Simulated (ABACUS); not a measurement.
# NaCl (Fm-3m) in ABACUS: further runs

The runs below take NaCl through single point, relaxation of cell and atoms, with AM05.

Program: ABACUS 3.10.1. These are calculated values, not measurements. Logs are shortened: lines on timing, memory, paths and dates and some standing lists are left out, and cuts for length are marked.

### 1 The crystal as given

It takes space group Fm-3m (No. 225, cubic). The conventional cell has a = 5.588 Å, b = 5.588 Å, c = 5.588 Å, α = 90.00°, β = 90.00°, γ = 90.00°. Around Cl (site symmetry m-3m) lie 6 Na at 2.79 Å. Na (site symmetry m-3m) has 6 Cl at 2.79 Å as nearest neighbours.

The cell is a database's computed one.

### 2 Single point, AM05

Input file run_abacus.py:

```python
"""ABACUS run from a structure file: ASE reads it, the script writes STRU, KPT and INPUT."""
import re
import subprocess
import spglib
from ase import Atoms
from ase.io import read
from ase.units import Bohr

atoms = read("NaCl.cif")
cell, frac, numbers = spglib.standardize_cell((atoms.cell[:], atoms.get_scaled_positions(), atoms.numbers), to_primitive=True, symprec=1e-4)
atoms = Atoms(numbers=numbers, cell=cell, scaled_positions=frac, pbc=True)  # the primitive cell
atoms = atoms[(-atoms.numbers).argsort(kind="stable")]  # ABACUS lists atoms element by element
pseudo = {'Cl': 'cl_pbesol_v1.4.uspp.F.UPF', 'Na': 'na_pbesol_v1.5.uspp.F.UPF'}
orbital = {}
magmoms = None
kmesh = [6, 6, 6]
params = {
    'suffix': 'NaCl',
    'calculation': 'scf',
    'basis_type': 'pw',
    'pseudo_dir': './',
    'symmetry': 1,
    'dft_functional': 'GGA_X_AM05+GGA_C_AM05',
    'ecutwfc': 40,
    'pseudo_rcut': 10,
    'nspin': 1,
    'nbands': 18,
    'ks_solver': 'dav',
    'smearing_method': 'fd',
    'smearing_sigma': 0.00367493,
    'scf_thr': 1e-08,
    'scf_nmax': 100,
    'mixing_type': 'broyden',
    'mixing_beta': 0.7,
    'cal_force': 1,
    'cal_stress': 1,
    'ecutrho': 320,
    'out_chg': 1,
    'out_pot': 2,
    'out_elf': 0,
    'kpar': 4,
}

symbols = atoms.get_chemical_symbols()
elements = list(dict.fromkeys(symbols))
lines = ["ATOMIC_SPECIES"] + [f"{e} {atoms.get_masses()[symbols.index(e)]:.4f} {pseudo[e]}" for e in elements]
if orbital:
    lines += ["", "NUMERICAL_ORBITAL"] + [orbital[e] for e in elements]
lines += ["", "LATTICE_CONSTANT", f"{1 / Bohr:.10f}", "", "LATTICE_VECTORS"]
lines += [" ".join(f"{x:.10f}" for x in v) for v in atoms.cell]
lines += ["", "ATOMIC_POSITIONS", "Direct"]
for e in elements:
    lines += ["", e, "0.0", str(symbols.count(e))]
    for i, p in enumerate(atoms.get_scaled_positions(wrap=False)):
        if symbols[i] == e:
            mag = "" if magmoms is None else " mag " + " ".join(str(x) for x in (magmoms[i] if isinstance(magmoms[i], list) else [magmoms[i]]))
            lines.append(" ".join(f"{x:.10f}" for x in p) + " 1 1 1" + mag)
open("STRU", "w").write("\n".join(lines) + "\n")
open("KPT", "w").write("K_POINTS\n0\nGamma\n%d %d %d 0 0 0\n" % tuple(kmesh))
open("INPUT", "w").write("INPUT_PARAMETERS\n" + "".join(f"{k:<20s}{v}\n" for k, v in params.items()))

done = subprocess.run(['mpirun', '-np', '4', 'abacus'])
if done.returncode:
    raise SystemExit(done.returncode)
log = open("OUT.NaCl/running_scf.log").read()
print("final energy (eV):", re.findall(r"FINAL_ETOT_IS (\S+)", log))
```

Input file NaCl.cif:

```cif
data_NaCl
_cell_length_a 5.58812644
_cell_length_b 5.58812644
_cell_length_c 5.58812644
_cell_angle_alpha 90.00000000
_cell_angle_beta 90.00000000
_cell_angle_gamma 90.00000000
_space_group_name_H-M_alt 'Fm-3m'
_space_group_name_Hall '-F 4 2 3'
_space_group_IT_number 225
loop_
_space_group_symop_operation_xyz
'x,y,z'
'-x,-y,-z'
'-y,x,z'
'y,-x,-z'
'-x,-y,z'
'x,y,-z'
'y,-x,z'
'-y,x,-z'
'x,-y,-z'
'-x,y,z'
'-y,-x,-z'
'y,x,z'
'-x,y,-z'
'x,-y,z'
'y,x,-z'
'-y,-x,z'
'z,x,y'
'-z,-x,-y'
'z,-y,x'
'-z,y,-x'
'z,-x,-y'
'-z,x,y'
'z,y,-x'
'-z,-y,x'
'-z,x,-y'
'z,-x,y'
'-z,-y,-x'
'z,y,x'
'-z,-x,y'
'z,x,-y'
'-z,y,x'
'z,-y,-x'
'y,z,x'
'-y,-z,-x'
'x,z,-y'
'-x,-z,y'
'-y,z,-x'
'y,-z,x'
'-x,z,y'
'x,-z,-y'
'-y,-z,x'
'y,z,-x'
'-x,-z,-y'
'x,z,y'
'y,-z,-x'
'-y,z,x'
'x,-z,y'
'-x,z,-y'
'x,y+1/2,z+1/2'
'-x,-y+1/2,-z+1/2'
'-y,x+1/2,z+1/2'
[... 62 lines left out ...]
'-z+1/2,-x,-y+1/2'
'z+1/2,-y,x+1/2'
'-z+1/2,y,-x+1/2'
'z+1/2,-x,-y+1/2'
'-z+1/2,x,y+1/2'
'z+1/2,y,-x+1/2'
'-z+1/2,-y,x+1/2'
'-z+1/2,x,-y+1/2'
'z+1/2,-x,y+1/2'
'-z+1/2,-y,-x+1/2'
'z+1/2,y,x+1/2'
'-z+1/2,-x,y+1/2'
'z+1/2,x,-y+1/2'
'-z+1/2,y,x+1/2'
'z+1/2,-y,-x+1/2'
'y+1/2,z,x+1/2'
'-y+1/2,-z,-x+1/2'
'x+1/2,z,-y+1/2'
'-x+1/2,-z,y+1/2'
'-y+1/2,z,-x+1/2'
'y+1/2,-z,x+1/2'
'-x+1/2,z,y+1/2'
'x+1/2,-z,-y+1/2'
'-y+1/2,-z,x+1/2'
'y+1/2,z,-x+1/2'
'-x+1/2,-z,-y+1/2'
'x+1/2,z,y+1/2'
'y+1/2,-z,-x+1/2'
'-y+1/2,z,x+1/2'
'x+1/2,-z,y+1/2'
'-x+1/2,z,-y+1/2'
'x+1/2,y+1/2,z'
'-x+1/2,-y+1/2,-z'
'-y+1/2,x+1/2,z'
'y+1/2,-x+1/2,-z'
'-x+1/2,-y+1/2,z'
'x+1/2,y+1/2,-z'
'y+1/2,-x+1/2,z'
'-y+1/2,x+1/2,-z'
'x+1/2,-y+1/2,-z'
'-x+1/2,y+1/2,z'
'-y+1/2,-x+1/2,-z'
'y+1/2,x+1/2,z'
'-x+1/2,y+1/2,-z'
'x+1/2,-y+1/2,z'
'y+1/2,x+1/2,-z'
'-y+1/2,-x+1/2,z'
'z+1/2,x+1/2,y'
'-z+1/2,-x+1/2,-y'
'z+1/2,-y+1/2,x'
'-z+1/2,y+1/2,-x'
'z+1/2,-x+1/2,-y'
'-z+1/2,x+1/2,y'
'z+1/2,y+1/2,-x'
'-z+1/2,-y+1/2,x'
'-z+1/2,x+1/2,-y'
'z+1/2,-x+1/2,y'
'-z+1/2,-y+1/2,-x'
'z+1/2,y+1/2,x'
'-z+1/2,-x+1/2,y'
'z+1/2,x+1/2,-y'
'-z+1/2,y+1/2,x'
'z+1/2,-y+1/2,-x'
'y+1/2,z+1/2,x'
'-y+1/2,-z+1/2,-x'
'x+1/2,z+1/2,-y'
'-x+1/2,-z+1/2,y'
'-y+1/2,z+1/2,-x'
'y+1/2,-z+1/2,x'
'-x+1/2,z+1/2,y'
'x+1/2,-z+1/2,-y'
'-y+1/2,-z+1/2,x'
'y+1/2,z+1/2,-x'
'-x+1/2,-z+1/2,-y'
'x+1/2,z+1/2,y'
'y+1/2,-z+1/2,-x'
'-y+1/2,z+1/2,x'
'x+1/2,-z+1/2,y'
'-x+1/2,z+1/2,-y'
loop_
_atom_site_label
_atom_site_type_symbol
_atom_site_symmetry_multiplicity
_atom_site_Wyckoff_symbol
_atom_site_fract_x
_atom_site_fract_y
_atom_site_fract_z
_atom_site_occupancy
Cl1 Cl 4 b 0.5000000000 0.0000000000 0.0000000000 1
Na1 Na 4 a 0.0000000000 0.0000000000 0.0000000000 1
```

Potentials or basis: GBRV ultrasoft 1.5 PBEsol, plane waves.

On the command line:

```sh
$ OMP_NUM_THREADS=1 python run_abacus.py > log
```

running log:

```text
ABACUS v3.10.1

               Atomic-orbital Based Ab-initio Computation at UStc

 ------------------------------------------------------------------------------------

 READING GENERAL INFORMATION
                           global_out_dir = OUT.NaCl/
                           global_in_card = INPUT
                               pseudo_dir = ./
                              orbital_dir =
                                    DSIZE = 4
                                    GSIZE = 1

 READING UNITCELL INFORMATION
                                    ntype = 2
                  lattice constant (Bohr) = 1.88973
              lattice constant (Angstrom) = 1

 READING ATOM TYPE 1
                               atom label = Cl
                      L=0, number of zeta = 1
                      L=1, number of zeta = 1
                      L=2, number of zeta = 1
             number of atom for this type = 1

 READING ATOM TYPE 2
                               atom label = Na
                      L=0, number of zeta = 1
                      L=1, number of zeta = 1
                      L=2, number of zeta = 1
             number of atom for this type = 1

                        TOTAL ATOM NUMBER = 2
DIRECT COORDINATES
    atom                   x                   y                   z     mag                  vx                  vy                  vz
taud_Cl1            0.5000000000        0.5000000000        0.5000000000  0.0000        0.0000000000        0.0000000000        0.0000000000
taud_Na1            0.0000000000        0.0000000000        0.0000000000  0.0000        0.0000000000        0.0000000000        0.0000000000

                          Volume (Bohr^3) = 294.398
                             Volume (A^3) = 43.6253

 Lattice vectors: (Cartesian coordinate: in unit of a_0)
                   +0            +2.79406            +2.79406
             +2.79406                  +0            +2.79406
             +2.79406            +2.79406                  +0
 Reciprocal vectors: (Cartesian coordinate: in unit of 2 pi/a_0)
            -0.178951           +0.178951           +0.178951
            +0.178951           -0.178951           +0.178951
            +0.178951           +0.178951           -0.178951
 The esolver type has been set to : ksdft_pw

                PAO radial cut off (Bohr) = 10

 Read in pseudopotential file is cl_pbesol_v1.4.uspp.F.UPF
                     pseudopotential type = US
          exchange-correlation functional = PBEsol
                 nonlocal core correction = 1
                        valence electrons = 7
                                     lmax = 2
                           number of zeta = 2
                     number of projectors = 6
                           L of projector = 0
                           L of projector = 0
                           L of projector = 1
                           L of projector = 1
                           L of projector = 2
                           L of projector = 2
 XC functional updated to : GGA_X_AM05+GGA_C_AM05
          exchange-correlation functional = GGA_X_AM05+GGA_C_AM05
                PAO radial cut off (Bohr) = 10

 Read in pseudopotential file is na_pbesol_v1.5.uspp.F.UPF
                     pseudopotential type = US
          exchange-correlation functional = PBEsol
                 nonlocal core correction = 0
                        valence electrons = 9
[... 158 lines left out ...]
 --------------- sum -------------------
        1            187           1639

 SETUP NONLOCAL PSEUDOPOTENTIALS IN PLANE WAVE BASIS
 Cl non-local projectors:
 projector 1 L=0
 projector 2 L=0
 projector 3 L=1
 projector 4 L=1
 projector 5 L=2
 projector 6 L=2
 Na non-local projectors:
 projector 1 L=0
 projector 2 L=0
 projector 3 L=1
 projector 4 L=1
 projector 5 L=2
      TOTAL NUMBER OF NONLOCAL PROJECTORS = 31

 Init Non-Local PseudoPotential table :
 Init Non-Local-Pseudopotential done.

                                     npwx = 1278

 Make real space PAO into reciprocal space.
       max mesh points in Pseudopotential = 729
     dq(describe PAO in reciprocal space) = 0.01
                                    max q = 763

 number of pseudo atomic orbitals for Cl is 2

 number of pseudo atomic orbitals for Na is 3
WARNING: norm of atomic wavefunction # 3 of atomic type Na is 0.996779, renormalized

 -------------------------------------------
 SELF-CONSISTENT
 -------------------------------------------
                                 init_chg = atomic

 PW ALGORITHM --------------- ION=   1  ELEC=   1--------------------------------

 Notice: Threshold on eigenvalues was too large.
 hsover_error=0.16 > DRHO=0.0460501
 Origin diag ethr = 0.01
 New diag ethr = 0.000287813

 Density error is 0.0450520235309
                          Error Threshold = 0.000287812991038
----------------------------------------------------------
     Energy           Rydberg                 eV
----------------------------------------------------------
 E_KohnSham     -128.4915312533      -1748.2169697906
 E_Harris       -128.5917019777      -1749.5798624143
 E_Fermi        0.1299473644         1.7680245959
----------------------------------------------------------
[... 63 lines left out ...]
 Density error is 3.38772661926e-09
                          Error Threshold = 1.56599174735e-10
----------------------------------------------------------
     Energy           Rydberg                 eV
----------------------------------------------------------
 E_KohnSham     -128.5023114510      -1748.3636419048
 E_KS(sigma->0) -128.5023114510      -1748.3636419048
 E_Harris       -128.5021440044      -1748.3613636767
 E_band         -16.9993458695       -231.2879660974
 E_one_elec     -80.5441531900       -1095.8594239683
 E_Hartree      44.9166868284        611.1228761481
 E_xc           -23.4301072098       -318.7829628037
 E_Ewald        -69.4447378797       -944.8441312809
 E_entropy(-TS) 0.0000000000         0.0000000000
 E_descf        0.0000000000         0.0000000000
 E_exx          0.0000000000         0.0000000000
 E_Fermi        0.2925029449         3.9797067327
----------------------------------------------------------

 charge density convergence is achieved
 final etot is -1748.3636419 eV
 EFERMI = 3.9797067327 eV
The vacuum level is 5.3073473673 eV

 STATE ENERGY(eV) AND OCCUPATIONS    NSPIN == 1
 1/4 kpoint (Cartesian) = 0.0000 0.0000 0.0000 (1243 pws)
       1       -47.3623     0.00925926
       2       -19.4412     0.00925926
       3       -19.4412     0.00925926
       4       -19.4412     0.00925926
       5       -11.4511     0.00925926
       6        1.24588     0.00925926
[... 59 lines left out ...]
       6      -0.769675      0.0370370
[... 10 lines left out ...]
      17        18.6762        0.00000
      18        18.7837        0.00000

------------------------------------------------------------------------------------------
 TOTAL-FORCE (eV/Angstrom)
------------------------------------------------------------------------------------------
                       Cl1         0.0000000000         0.0000000000         0.0000000000
                       Na1         0.0000000000         0.0000000000         0.0000000000
------------------------------------------------------------------------------------------

----------------------------------------------------------------
 TOTAL-STRESS (KBAR)
----------------------------------------------------------------
        13.2676292044        -0.0000000000         0.0000000000
         0.0000000000        13.2676292044        -0.0000000000
         0.0000000000        -0.0000000000        13.2676292044
----------------------------------------------------------------
 TOTAL-PRESSURE: 13.267629 KBAR

 --------------------------------------------
 !FINAL_ETOT_IS -1748.3636419048336847 eV
 --------------------------------------------
```

Run time: 12 s. Hardware: 4 MPI ranks of Intel Xeon Platinum 8488C (Sapphire Rapids), shared host; peak memory 0.64 GiB.

What came out:

```yaml
Free_energy: -1748.3636 eV
Pressure: 1.3 GPa
Band_gap_on_the_k_mesh: 5.21 eV, direct
```

Levels at points of the mesh, in eV from the valence-band top:
```tsv
k point	band 5	band 6	band 7	band 8	band 9	band 10	band 11	band 12
(0.00, 0.00, 0.00)	-12.70	0.00	0.00	0.00	5.21	11.03	11.03	11.03
(0.50, 0.50, 0.50)	-12.33	-2.02	-0.28	-0.28	7.28	10.87	10.94	10.94
(0.50, 0.50, 0.00)	-12.28	-1.74	-0.63	-0.63	7.61	7.98	11.50	15.03
```

Caveat: the potentials were made for another functional, which shifts forces and pressure.

### 3 Relaxation of cell and atoms, AM05

Input file INPUT:

```
INPUT_PARAMETERS
suffix              NaCl
calculation         cell-relax
basis_type          pw
pseudo_dir          ./
symmetry            1
dft_functional      GGA_X_AM05+GGA_C_AM05
ecutwfc             40
pseudo_rcut         10
nspin               1
nbands              12
ks_solver           dav
smearing_method     fd
smearing_sigma      0.00367493
scf_thr             1e-08
scf_nmax            100
mixing_type         broyden
mixing_beta         0.7
cal_force           1
cal_stress          1
ecutrho             320
relax_nmax          60
force_thr_ev        0.02
relax_method        cg
out_stru            1
stress_thr          0.2
kpar                4
```

Input file STRU:

```
ATOMIC_SPECIES
Cl 35.4500 cl_pbesol_v1.4.uspp.F.UPF
Na 22.9898 na_pbesol_v1.5.uspp.F.UPF

LATTICE_CONSTANT
7.4670677708

LATTICE_VECTORS
0.0000000000 0.7071067812 0.7071067812
0.7071067812 0.0000000000 0.7071067812
0.7071067812 0.7071067812 0.0000000000

ATOMIC_POSITIONS
Cartesian

Cl
0.0
1
0.7071067812 0.7071067812 0.7071067812 1 1 1

Na
0.0
1
0.0000000000 0.0000000000 0.0000000000 1 1 1
```

Input file KPT:

```
K_POINTS
0
Gamma
6 6 6 0 0 0
```

Potentials or basis: GBRV ultrasoft 1.5 PBEsol, plane waves.

On the command line:

```sh
$ OMP_NUM_THREADS=1 mpirun -np 4 abacus > log
```

Run time: 50 s. Hardware: 4 MPI ranks of Intel Xeon Platinum 8488C (Sapphire Rapids), shared host; peak memory 0.68 GiB.

It converged, with:

| Property | Result |
| --- | --- |
| Free energy | -1748.3728 eV |
| Relaxed volume | 22.96 Å³/atom |
| Relaxed cell | a = 4.020 Å, b = 4.020 Å, c = 4.020 Å, α = 60.00°, β = 60.00°, γ = 60.00° |
| Space group after relaxing (to 0.05 Å) | Fm-3m (No. 225) |
| Energy gained by relaxing | 4.6 meV/atom |
| Ionic steps | 6 |
| Pressure after relaxing | 0.0 GPa |
| Band gap on the k mesh | 5.03 eV, direct |

Step by step:
| step | energy change (eV) | largest force (eV/Å) | pressure (GPa) | volume (Å³) |
| --- | --- | --- | --- | --- |
| 1 | 0.0000 | 0.0000 | 1.32 | 43.63 |
| 2 | -0.0071 | 0.0000 | 0.61 | 44.81 |
| 3 | -0.0090 | 0.0000 | -0.14 | 46.25 |
| 4 | -0.0092 | 0.0000 | -0.07 | 46.08 |
| 5 | -0.0092 | 0.0000 | 0.02 | 45.89 |
| 6 | -0.0092 | 0.0000 | 0.00 | 45.93 |

Final structure:
```xyz
2
Lattice="0.0000 2.8424 2.8424 2.8424 0.0000 2.8424 2.8424 2.8424 0.0000" Properties=species:S:1:pos:R:3 pbc="T T T"
Cl    2.8424    2.8424    2.8424
Na    0.0000    0.0000    0.0000
```

Levels at points of the mesh, in eV from the valence-band top:
```csv
k point,band 4,band 5,band 6,band 7,band 8,band 9,band 10,band 11
"(0.00, 0.00, 0.00)",-20.79,-12.58,0.00,0.00,0.00,5.03,10.99,10.99
"(0.50, 0.50, 0.50)",-20.79,-12.27,-1.86,-0.25,-0.25,7.20,10.46,10.83
"(0.50, 0.50, 0.00)",-20.79,-12.22,-1.61,-0.58,-0.58,7.48,8.04,11.15
```

Caveat: the potentials were made for another functional, which shifts forces and pressure. As with any semilocal functional, this AM05 gap is likely too small.
